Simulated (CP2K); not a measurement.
Runs of CP2K 2026.2 on InP. It takes space group F-43m (No. 216, cubic). The conventional cell has a = 5.861 Å, b = 5.861 Å, c = 5.861 Å, α = 90.00°, β = 90.00°, γ = 90.00°. Around In (site symmetry -43m) lie 4 P at 2.54 Å. Around P (site symmetry -43m) lie 4 In at 2.54 Å. 

```csv
task,level,smearing,EPS_DEFAULT,NGRIDS,hirshfeld SHAPE_FUNCTION,VORONOI_RADII,CUTOFF of the grids,gap on the mesh (eV),pressure (GPa)
atomic charges,revPBE,fermi-dirac 0.05 eV,1.0E-9,4,DENSITY,COVALENT,675 Ry,(a),4.9
atomic charges,PBEsol,fermi-dirac 0.05 eV,1.0E-9,4,DENSITY,COVALENT,675 Ry,0.59,1.6
atomic charges,PW91,fermi-dirac 0.05 eV,1.0E-9,4,DENSITY,COVALENT,675 Ry,0.66,3.9
single point,PBE,gaussian 0.029 eV,1.0E-10,5,-,-,450 Ry,0.69,3.9
atomic charges,LDA,fermi-dirac 0.05 eV,1.0E-9,4,DENSITY,COVALENT,675 Ry,(b),0.5
```

Alike in all rows: potentials or basis POTENTIAL_UZH In GTH-PBE-q13, P GTH-PBE-q5; TZVP-MOLOPT-PBE-GTH basis; no spin polarisation; cell as given; k mesh 8 × 8 × 8.

**Question.** Fill in the values left out.

**Answer.** (a) 0.75; (b) 0.51.

Caveats: spin-orbit coupling is left out, which moves the levels of the heavy elements; the basis of atomic orbitals isn't converged, which shifts pressures, moduli and gaps; the potentials were made for another functional, which shifts forces and pressure (some runs).

A k mesh can miss the band edges, and the runs leave out spin-orbit coupling on In.
